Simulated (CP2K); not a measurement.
# Ag under changes of volume

One of the cells (18.154 Å³/atom); the others are scaled copies at fixed shape and fractional positions:

```
CELL_PARAMETERS angstrom
2.86768 0.00000 0.00000
-0.95589 2.70367 0.00000
-0.95589 -1.35184 2.34145
ATOMIC_POSITIONS crystal
Ag 0.00000 0.00000 0.00000
```

This isn't the form of Ag at room conditions, which is fcc.

- Program: CP2K 2026.2
- Functional: PBEsol
- Potentials or basis: POTENTIAL_UZH Ag GTH-PBE-q11; TZVP-MOLOPT-PBE-GTH basis
- Density cutoff: 6123 eV
- k mesh: 11 × 11 × 11
- Occupations: fermi-dirac, width 0.05 eV
- Spin: no spin polarisation

```csv
volume (Å³/atom),energy over the lowest point (meV/atom),pressure (GPa)
17.065,0.00,-1.3
17.428,5.28,-3.5
17.791,15.21,-5.4
18.154,?,?
18.517,46.58,-8.4
18.880,66.92,-9.6
19.243,89.74,-10.6
```

Problem. What does the run at 18.154 Å³/atom give?

Solution. Energy over the lowest point 29.17 meV/atom; pressure -7.0 GPa.

Worked out: A Birch-Murnaghan fit of order 3 (a polynomial in V^(-2/3)) to the other rows has its minimum at 16.89 Å³/atom, just outside them, with B0 = V·E''(V) = 120 GPa and B' = 6.0. It gives 29.18 meV/atom at 18.154 Å³/atom, against the run's 29.17, and -dE/dV = -7.0 GPa, against -7.0.

Energies are extrapolated to zero smearing.

Caveats: the potentials were made for another functional, which shifts forces and pressure; the basis of atomic orbitals isn't converged, which shifts pressures, moduli and gaps.
